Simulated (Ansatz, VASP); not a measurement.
WC in VASP and in Ansatz

```
W C
1.0
     2.49040    0.00000    0.00000
    -1.24520    2.15675    0.00000
     0.00000    0.00000    2.50836
W C
1 1
Direct
  0.00000 0.00000 0.00000
  0.33333 0.66667 0.50000
```

Change from the starting cell: volume scaled by 0.64, PAW files.

Alike in both runs: task single point; functional PBE; k mesh 17 × 17 × 15; occupations fermi-dirac, width 0.1 eV; no spin polarisation.

```csv
,VASP,Ansatz
version,VASP 6.6.1,Ansatz 0.2.0
potentials or method,"VASP PAW PBE potentials, release 64 (W_sv, C)","PAW with Ansatz's default frozen-core files, scalar-relativistic"
plane-wave cutoff (eV),520,420
valence electrons in the cell,18,18
```

```csv
,VASP,Ansatz,Ansatz less VASP
pressure (GPa),434.5,424.8,-9.64
largest component of the traceless stress (GPa),0.28,0.14,-0.141
```

With one functional, cell and mesh, what is left measures potentials, basis and numerics.

Caveats: the cell as given lies far from equilibrium; so large a pressure means that the cell lies far from this level's equilibrium, or that cutoff or potentials fall short (VASP). Spin-orbit coupling is left out, which matters for the levels of W.
